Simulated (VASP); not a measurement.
Crystal: B.

```
B
1.0
     1.88524    0.00000    0.00000
     0.00000    1.88524    0.00000
     0.00000    0.00000    1.88524
B
1
Direct
  0.50000 0.50000 0.50000
```

The cell was built by a generator and needn't be a form met in nature.

- Program: VASP 6.6.1
- Task: relaxation of cell and atoms
- Functional: PBE
- Dispersion: MBD
- Potentials or basis: VASP PAW PBE potentials, release 64 (B)
- Cutoff: 600 eV
- k mesh: 14 × 14 × 14
- Occupations: fermi-dirac, width 0.05 eV
- Spin: no spin polarisation

At the start: pressure -6.2 GPa; volume 6.70 Å³/atom.

Task: Where does the relaxation end?

Result: Over 4 steps the energy falls by 3.2 meV/atom and the volume is 6.53 Å³/atom (-2.6 %); space group Pm-3m (No. 221, to 0.05 Å).

Step by step:
| step | energy change (eV) | largest force (eV/Å) | pressure (GPa) | volume (Å³) |
| --- | --- | --- | --- | --- |
| 1 | 0.0000 | 0.0000 | -6.20 | 6.70 |
| 2 | -0.0025 | 0.0000 | 2.92 | 6.45 |
| 3 | -0.0033 | 0.0000 | -0.23 | 6.53 |
| 4 | -0.0032 | 0.0000 | -0.02 | 6.53 |

Final structure:
```
B
1.0
     1.86881    0.00000    0.00000
     0.00000    1.86881    0.00000
     0.00000    0.00000    1.86881
B
1
Direct
  0.50000 0.50000 0.50000
```
